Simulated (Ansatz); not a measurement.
The system is InAs.

```
CELL_PARAMETERS angstrom
0.00000 2.87730 2.87730
2.87730 0.00000 2.87730
2.87730 2.87730 0.00000
ATOMIC_POSITIONS crystal
In 0.50000 0.50000 0.50000
As 0.00000 0.00000 0.00000
```

Measurements of this composition are mostly on another form, of space group No. 216.

| Property | Result |
| --- | --- |
| Program | Ansatz 0.2.0 |
| Task | relaxation of cell and atoms |
| Functional | LDA |
| Potentials or basis | Ansatz PAW |
| Cutoff | 420 eV (not typed: the program's choice for these potentials) |
| k mesh | 8 × 8 × 8 |
| Occupations | fermi-dirac, width 0.05 eV |
| Spin | no spin polarisation |

At the start: volume 23.82 Å³/atom.

Where does the relaxation end?

It ends after 6 steps and the volume is 21.99 Å³/atom (-7.7 %); space group Fm-3m (No. 225, to 0.05 Å).

Step by step:
```tsv
step	energy change (eV)	largest force (eV/Å)	volume (Å³)
1	0.0000	0.0000	47.64
2	-0.0274	0.0000	41.51
3	-0.0625	0.0000	44.34
4	-0.0632	0.0000	44.01
5	-0.0633	0.0000	43.98
6	-0.0626	0.0000	43.98
```

Final structure:
```
CELL_PARAMETERS angstrom
0.00000 2.80154 2.80154
2.80154 0.00000 2.80154
2.80154 2.80154 0.00000
ATOMIC_POSITIONS crystal
In 0.50000 0.50000 0.50000
As 0.00000 0.00000 0.00000
```

Caveat: the plane-wave basis is chosen anew once the cell has moved, so the energies of steps on either side of that aren't comparable; the PAW data sets come from PBE, with cores solved anew for the run's functional, which leaves a small shift of forces and pressure.
